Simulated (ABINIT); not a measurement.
Runs of ABINIT 10.8.3 (patched build) on Sb. The cell holds a sheet with vacuum, 2 atoms: a = 3.231 Å, b = 3.110 Å, c = 31.360 Å, α = 90.00°, β = 90.00°, γ = 90.00°. The cell was built by a generator and needn't be a form met in nature.

| task | level | cell | optimiser (ionmov) | force stop (Ha/bohr) | k mesh for the DOS | gap on the mesh (eV) | largest force (eV/Å) | work function (eV) |
| --- | --- | --- | --- | --- | --- | --- | --- | --- |
| relaxation of the atoms | PBE | atoms relaxed | 22 | 0.0005 | - | none | - | - |
| work function | PBE | cell taken from the last step of an earlier PBE relaxation by this program, which needn't have reached its minimum | - | - | - | none | - | (a) |
| projected density of states | revPBE | as given | - | - | 11 × 13 × 1 | none | 0.13 | - |
| work function | PBE | as given | - | - | - | none | 0.06 | 3.87 |

Alike in all rows: potentials or basis JTH PAW PBE v2.0; no spin polarisation; k mesh 8 × 9 × 1; cutoff (eV) 435; smearing fermi-dirac 0.05 eV.

Question: Fill in the values left out.

Answer: (a) 3.89.

Caveats: the PAW data sets were made with another functional, which shifts forces and pressure a little (some runs).

A k mesh can miss the band edges, and the runs leave out spin-orbit coupling on Sb.

A gap of «none» marks a metal or a gap under the smearing width.
